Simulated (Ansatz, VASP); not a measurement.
**CdS: VASP beside Ansatz**

The input INCAR:

```
PREC = Accurate ; ENCUT = 520
EDIFF = 1E-6 ; ISMEAR = -1
SIGMA = 0.02 ; LREAL = False
LASPH = True ; NELM = 100
ALGO = Normal ; ISIF = 2
LWAVE = False ; LCHARG = True
GGA = PS ; LELF = True
LVHAR = True ; NBANDS = 16
```

KPOINTS

```
Automatic mesh
0
Gamma
  7 7 7
```

The input POSCAR:

```
CdS
1.0
   -0.0294295346      2.9282386976      2.9282386976
    2.9282386976     -0.0294295346      2.9282386976
    2.9282386976      2.9282386976     -0.0294295346
Cd S
1 1
Direct
    0.0000000000      0.0000000000      0.0000000000
    0.7500000000      0.7500000000      0.7500000000
```

Input for Ansatz:

```yaml
crystal:
  lattice:
    - [-0.0294295346, 2.9282386976, 2.9282386976]
    - [2.9282386976, -0.0294295346, 2.9282386976]
    - [2.9282386976, 2.9282386976, -0.0294295346]
  atoms:
    - { symbol: Cd, position: [0.0, 0.0, 0.0] }
    - { symbol: S, position: [0.75, 0.75, 0.75] }
kpoints:
  mp_grid: { grid: [7, 7, 7] }
  band_path:
    path:
      - [0.0, 0.0, 0.0]
      - [0.5, 0.5, 0.5]
      - [0.2525443832, 0.5, 0.7474556168]
      - [-0.2525443832, 0.2525443832, 0.5]
      - [0.0, 0.0, 0.5]
      - [0.0, 0.0, 0.0]
      - [-0.3762721916, 0.0, 0.3762721916]
      - [0.0, 0.3762721916, 0.6237278084]
      - [0.0, 0.5, 0.5]
    npoints: 5
scf:
  occupations: { method: fermi_dirac, width: 0.02 }
hamiltonian:
  xc: pbesol
  pseudopotentials: { kind: all_electron, lapw: { basis_error: 0.0005 } }
output:
  forces: true
  stress: true
  eigenvalues: true
```

Change from the starting cell: equal xy, yz and zx shear strains of -1 %.

Alike in both runs: task single point; functional PBEsol; k mesh 7 × 7 × 7; occupations fermi-dirac, width 0.02 eV; no spin polarisation.

```csv
,VASP,Ansatz
version,VASP 6.6.1,Ansatz 0.2.0
potentials or method,"VASP PAW PBE potentials, release 64 (Cd, S)","all-electron LAPW, scalar-relativistic"
plane-wave cutoff (eV),520,see its input
```

|  | VASP | Ansatz | Ansatz less VASP |
| --- | --- | --- | --- |
| gap on the k mesh at the Fermi level (eV) | 0.92 | 0.92 | -0.003 |
| pressure (GPa) | -1.4 | -1.8 | -0.33 |
| largest component of the traceless stress (GPa) | 0.50 | 0.49 | -0.011 |
| rms of the force components (eV/Å) | 0.059 | 0.057 | -0.0027 |

Atom by atom the forces differ by 0.003 eV/Å (rms over components). Ansatz ran all-electron here, so the differences hold the error of VASP's frozen core and of both bases.

Caveats: the PAW data sets were made with another functional, which shifts forces and pressure a little (VASP).
